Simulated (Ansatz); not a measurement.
**SiO₂: how the energy converges with the cutoff**

SiO₂, P1, a = 5.074 Å, b = 4.994 Å, c = 5.042 Å, α, β, γ = 123.0°, 123.4°, 83.9°. Ansatz: PBE, PAW, cutoff varied, Γ-centred 6×6×8 mesh on 6 atoms, Gaussian smearing 0.02 eV; no spin polarisation. Single points at one geometry with displaced atoms, the cutoff alone changed; ΔE is the energy at zero smearing over the run at 600 eV. The runs up to 350 eV lie under the cutoff recommended for these PAW datasets.

```
cutoff (eV)  ΔE (meV/atom)
        200        4528.58
        250        1261.81
        300              ?
        350          62.82
        420           3.85
```

Question: Assume ΔE falls exponentially with the cutoff, fit y = ln ΔE against x, the cutoff in eV, to the other rows, and predict the missing value.

Answer: y = 8.418, 7.140, 4.140, 1.348. Means x = 305.0, y = 5.2615; Σ(Δx)² = 29300, ΣΔxΔy = -935.3; the slope is their ratio. y = 15.00 − 0.03192 x, a factor of ten per 72 eV. At 300 eV this gives ΔE = 226.78 meV/atom. The run gave 309.25, a ratio of 0.73. Between neighbouring rows the decay runs from a factor of ten per 58 eV to one per 90 eV, so one exponential is only a rough guide.

This form isn't the usual stable structure of the compound.

Cost: 6 runs of about 2.3 core-minutes in all, on Arm Neoverse V2 (shared hosts).